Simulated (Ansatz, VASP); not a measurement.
Al: VASP beside Ansatz

```xyz
1
Lattice="2.5837 0.0000 0.0000 0.0000 2.5837 0.0000 0.0000 0.0000 2.5837" Properties=species:S:1:pos:R:3 pbc="T T T"
Al    0.0000    0.0000    0.0000
```

Alike in both runs: task relaxation of cell and atoms; functional r2SCAN; k mesh 6 × 6 × 6; occupations gaussian, width 0.1 eV; no spin polarisation.

|  | VASP | Ansatz |
| --- | --- | --- |
| version | VASP 6.6.1 | Ansatz 0.2.0 |
| potentials or method | VASP PAW PBE potentials, release 64 (Al) | scalar-relativistic, plane waves, PAW |
| plane-wave cutoff (eV) | 600 | 500 |
| valence electrons in the cell | 3 | 3 |

|  | VASP | Ansatz | Ansatz less VASP |
| --- | --- | --- | --- |
| gap on the k mesh at the Fermi level, each at its own relaxed structure (eV) | none | none | - |
| relaxed volume (Å³/atom) | 19.78 | 19.79 | +0.002 |
| relaxed cell length with the largest relative difference (Å) | 2.705 | 2.705 | +0.0001 |
| energy change over the relaxation (meV/atom) | -77 | -80 | -3.3 |

A gap of «none» marks a metal or a gap that the smearing closes.

Caveats: the k mesh is coarse (spacing up to 0.41 Å⁻¹), so the values aren't converged; the PAW data sets were made with another functional, which shifts forces and pressure a little (VASP).
